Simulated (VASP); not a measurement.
# Zr (Im-3m) in VASP: a series of runs, part 2 of 2

VASP 6.6.1.

## 3. Elastic constants, LDA

POSCAR

```
Zr
1.0
   -1.8100000000      1.8100000000      1.8100000000
    1.8100000000     -1.8100000000      1.8100000000
    1.8100000000      1.8100000000     -1.8100000000
Zr
1
Direct
    0.0000000000      0.0000000000      0.0000000000
```

INCAR.step1

```
SYSTEM = Zr
PREC = Accurate
ENCUT = 600
EDIFF = 1E-8
ISMEAR = -1
SIGMA = 0.05
LREAL = .FALSE.
LASPH = .TRUE.
NELM = 80
ALGO = Normal
ISIF = 3
LWAVE = .FALSE.
LCHARG = .FALSE.
IBRION = 2
NSW = 40
EDIFFG = -0.002
```

INCAR.step2

```
SYSTEM = Zr
PREC = Accurate
ENCUT = 600
EDIFF = 1E-8
ISMEAR = -1
SIGMA = 0.05
LREAL = .FALSE.
LASPH = .TRUE.
NELM = 80
ALGO = Normal
ISIF = 3
LWAVE = .FALSE.
LCHARG = .FALSE.
IBRION = 6
NFREE = 2
POTIM = 0.015
NSW = 1
```

KPOINTS

```
Automatic mesh
0
G
  7 7 7
  0 0 0
```

Potentials or basis: VASP PAW LDA potentials, release 64 (Zr_sv).

Launch:

```
$ cat potpaw_LDA.64/Zr_sv/POTCAR > POTCAR
$ cp INCAR.step1 INCAR
$ mpirun -np 1 vasp_std > vasp.out
$ cp CONTCAR POSCAR
$ cp INCAR.step2 INCAR
$ mpirun -np 1 vasp_std > vasp.out
```

OUTCAR:

```text
SYSTEM = Zr
   PREC = Accurate
   ENCUT = 600
   EDIFF = 1E-8
   ISMEAR = -1
   LREAL = .FALSE.
   LASPH = .TRUE.
   NELM = 80
   ISIF = 3
   IBRION = 6
   NFREE = 2
   POTIM = 0.015
   NSW = 1

 ion  position               nearest neighbor table
   1  0.000  0.000  0.000-

  LATTYP: Found a body centered cubic cell.
 ALAT       =     3.4739300092

  Lattice vectors:

 A1 = (  -1.7369650046,   1.7369650046,   1.7369650046)
 A2 = (   1.7369650046,  -1.7369650046,   1.7369650046)
 A3 = (   1.7369650046,   1.7369650046,  -1.7369650046)

Analysis of symmetry for initial positions (statically):
=====================================================================
 Subroutine PRICEL returns:
 Original cell was already a primitive cell.

 Routine SETGRP: Setting up the symmetry group for a
 body centered cubic supercell.

 Subroutine GETGRP returns: Found 48 space group operations
 (whereof 48 operations were pure point group operations)
 out of a pool of 48 trial point group operations.

The static configuration has the point symmetry O_h .

Analysis of symmetry for dynamics (positions and initial velocities):
=====================================================================
 Subroutine PRICEL returns:
 Original cell was already a primitive cell.

 Routine SETGRP: Setting up the symmetry group for a
 body centered cubic supercell.

 Subroutine GETGRP returns: Found 48 space group operations
 (whereof 48 operations were pure point group operations)
 out of a pool of 48 trial point group operations.

The dynamic configuration has the point symmetry O_h .

 Subroutine INISYM returns: Found 48 space group operations
 (whereof 48 operations are pure point group operations),
 and found     1 'primitive' translations

----------------------------------------------------------------------------------------

                                     Primitive cell

  volume of cell :      20.9620

  direct lattice vectors                    reciprocal lattice vectors
    -1.736965005  1.736965005  1.736965005     0.000000000  0.287858419  0.287858419
     1.736965005 -1.736965005  1.736965005     0.287858419  0.000000000  0.287858419
     1.736965005  1.736965005 -1.736965005     0.287858419  0.287858419  0.000000000

  length of vectors
     3.008511639  3.008511639  3.008511639     0.407093280  0.407093280  0.407093280

  position of ions in fractional coordinates (direct lattice)
     0.000000000  0.000000000  0.000000000

  ion indices of the primitive-cell ions
   primitive index   ion index
                 1           1

----------------------------------------------------------------------------------------

[... 114 lines left out ...]

------------------------ aborting loop because EDIFF is reached ----------------------------------------

  FORCE on cell =-STRESS in cart. coord.  units (eV):
  Direction    XX          YY          ZZ          XY          YZ          ZX
  --------------------------------------------------------------------------------------
  -------------------------------------------------------------------------------------
  Total       -0.0052758     -0.0052758     -0.0052758     -0.0000000     -0.0000000     -0.0000000
  in kB       -0.4032404     -0.4032404     -0.4032404     -0.0000000     -0.0000000     -0.0000000
  external PRESSURE =      -0.4032404 kB  Pullay stress =       0.0000000 kB
[... 86 lines left out ...]
  FREE ENERGIE OF THE ION-ELECTRON SYSTEM (eV)
  ---------------------------------------------------
  free  energy   TOTEN  =        -9.2091456611 eV

  energy  without entropy=       -9.1898672126  energy(sigma->0) =       -9.19950644

[... ionic steps 4 to 12 ...]

--------------------------------------- Ionic step       13  -------------------------------------------

 number of electron      12.0000000 magnetization

------------------------ aborting loop because EDIFF is reached ----------------------------------------
[... 65 lines left out ...]
--------------------------------------- Ionic step       15  -------------------------------------------

 number of electron      12.0000000 magnetization

 Free energy of the ion-electron system (eV)
  ---------------------------------------------------
  ext. energy  EPLUGINS =         0.00000000
  ---------------------------------------------------
  free energy    TOTEN  =        -9.20936022 eV

  energy without entropy =       -9.18817386  energy(sigma->0) =       -9.19876704

 E-fermi :   9.7713     XC(G=0): -11.7695

 val. band max:        9.7147306253   @ k =  -0.2857   0.2857   0.1429
 cond. band min:       9.8216081093   @ k =   0.2857   0.2857   0.0000
 fundamental gap:      0.1068774840
 Fermi energy:         9.7712828186

 k-point     1 :       0.0000    0.0000    0.0000
  band No.  band energies     occupation
      1     -38.2886      2.00000
      2     -15.7552      2.00000
      3     -15.7552      2.00000
      4     -15.7552      2.00000
      5       4.2328      2.00000
      6      10.8634      0.00000
      7      10.8634      0.00000
      8      10.8634      0.00000
      9      13.6444      0.00000
     10      13.6444      0.00000
[... 273 lines left out ...]
  FREE ENERGIE OF THE ION-ELECTRON SYSTEM (eV)
  ---------------------------------------------------
  free  energy   TOTEN  =        -9.2093602196 eV

  energy  without entropy=       -9.1881738552  energy(sigma->0) =       -9.19876704

 INTERNAL STRAIN TENSORS FROM STRAINED CELLS
 ============================================

 INTERNAL STRAIN TENSOR FOR ION    1 for displacements in x,y,z  (eV/Angst):
          X           Y           Z          XY          YZ          ZX
  --------------------------------------------------------------------------------
  x    -0.00000     0.00000    -0.00000     0.00000    -0.00000     0.00000
  y    -0.00000    -0.00000    -0.00000     0.00000     0.00000     0.00000
  z    -0.00000     0.00000     0.00000     0.00000    -0.00000    -0.00000

 INTERNAL STRAIN TENSORS FROM DISPLACED ATOMS
 ============================================

 INTERNAL STRAIN TENSOR FOR ION    1 for displacements in x,y,z  (eV/Angst):
          X           Y           Z          XY          YZ          ZX
  --------------------------------------------------------------------------------
  x     0.00000     0.00000     0.00000     0.00000     0.00000     0.00000
  y     0.00000     0.00000     0.00000     0.00000     0.00000     0.00000
  z     0.00000     0.00000     0.00000     0.00000     0.00000     0.00000

 Eigenvectors and eigenvalues of the dynamical matrix
 ----------------------------------------------------

   1 f  =    0.000000 THz     0.000000 2PiTHz    0.000000 cm-1     0.000000 meV
             X         Y         Z           dx          dy          dz
      0.000000  0.000000  0.000000     0.718602   -0.695421    0.000000

   2 f  =    0.000000 THz     0.000000 2PiTHz    0.000000 cm-1     0.000000 meV
             X         Y         Z           dx          dy          dz
      0.000000  0.000000  0.000000    -0.695421   -0.718602    0.000000

   3 f  =    0.000000 THz     0.000000 2PiTHz    0.000000 cm-1     0.000000 meV
             X         Y         Z           dx          dy          dz
      0.000000  0.000000  0.000000     0.000000    0.000000    1.000000

--------------------------------------------------------------------------------------------------------

 ELASTIC MODULI CONTR FROM IONIC RELAXATION (kBar)
 Direction    XX          YY          ZZ          XY          YZ          ZX
 --------------------------------------------------------------------------------
 XX           0.0000      0.0000      0.0000      0.0000      0.0000      0.0000
 YY           0.0000      0.0000      0.0000      0.0000      0.0000      0.0000
 ZZ           0.0000      0.0000      0.0000      0.0000      0.0000      0.0000
 XY           0.0000      0.0000      0.0000      0.0000      0.0000      0.0000
 YZ           0.0000      0.0000      0.0000      0.0000      0.0000      0.0000
 ZX           0.0000      0.0000      0.0000      0.0000      0.0000      0.0000
 --------------------------------------------------------------------------------

 TOTAL ELASTIC MODULI (kBar)
 Direction    XX          YY          ZZ          XY          YZ          ZX
 --------------------------------------------------------------------------------
 XX         223.9066   1243.6348   1243.6348     -0.0000      0.0000      0.0000
 YY        1243.6348    223.9066   1243.6348     -0.0000      0.0000     -0.0000
 ZZ        1243.6348   1243.6348    223.9066      0.0000      0.0000     -0.0000
 XY          -0.0000     -0.0000      0.0000    193.7691      0.0000      0.0000
 YZ           0.0000      0.0000      0.0000      0.0000    193.7691      0.0000
 ZX           0.0000     -0.0000     -0.0000      0.0000      0.0000    193.7691
 --------------------------------------------------------------------------------
```

OSZICAR.step1:

```text
N       E                     dE             d eps       ncg     rms          rms(c)
DAV:   1     0.887425784324E+02    0.88743E+02   -0.75244E+03   400   0.133E+03
DAV:   2    -0.639123674239E+01   -0.95134E+02   -0.93732E+02   436   0.311E+02
DAV:   3    -0.938943027293E+01   -0.29982E+01   -0.29247E+01   534   0.486E+01
[... 57 lines left out ...]
DAV:   2    -0.921011715579E+01    0.35713E-04   -0.87541E-05   478   0.112E-01    0.152E-02
DAV:   3    -0.921011292276E+01    0.42330E-05   -0.32303E-05   558   0.518E-02    0.118E-02
DAV:   4    -0.921011384788E+01   -0.92512E-06   -0.84346E-07   550   0.864E-03    0.540E-03
DAV:   5    -0.921011450786E+01   -0.65998E-06   -0.13797E-06   548   0.735E-03    0.111E-03
DAV:   6    -0.921011451593E+01   -0.80643E-08   -0.13396E-08   320   0.139E-03
   6 F= -.92101145E+01 E0= -.91995217E+01  d E =-.660304E-05
```

Wall time 61 s (1 thread of Intel Xeon 6975P-C (Granite Rapids), shared host); peak memory 0.16 GiB.

What came out:

* Relaxed volume: 20.96 Å³/atom
* Relaxed cell: a = 3.009 Å, b = 3.009 Å, c = 3.009 Å, α = 109.47°, β = 109.47°, γ = 109.47°
* Space group after relaxing (to 0.05 Å): Im-3m (No. 229)
* Elastic constants C11, C12, C44: 22, 124, 19 GPa
* Voigt bulk modulus: 90 GPa

The path:
```tsv
step	energy change (eV)	largest force (eV/Å)	pressure (GPa)	volume (Å³)
1	0.0000	0.0000	-8.65	23.72
2	-0.0525	0.0000	7.34	19.59
3	-0.0817	0.0000	-0.13	20.99
4	-0.0817	0.0000	0.09	20.94
5	-0.0817	0.0000	-0.05	20.97
6	-0.0817	0.0000	0.00	20.96
```

Final structure:
```
CELL_PARAMETERS angstrom
-1.73697 1.73697 1.73697
1.73697 -1.73697 1.73697
1.73697 1.73697 -1.73697
ATOMIC_POSITIONS crystal
Zr 0.00000 0.00000 0.00000
```

Elastic tensor in Voigt notation (GPa, in the Cartesian axes of the cell as first typed):
```
 22 124 124   0   0   0
124  22 124   0   0   0
124 124  22   0   0   0
  0   0   0  19   0   0
  0   0   0   0  19   0
  0   0   0   0   0  19
```

Clamped-ion elastic tensor (GPa):
```
 22 124 124   0   0   0
124  22 124   0   0   0
124 124  22   0   0   0
  0   0   0  19   0   0
  0   0   0   0  19   0
  0   0   0   0   0  19
```

Caveat: the elastic tensor has a negative eigenvalue, so either the cell is unstable as it stands or the mesh is too thin.
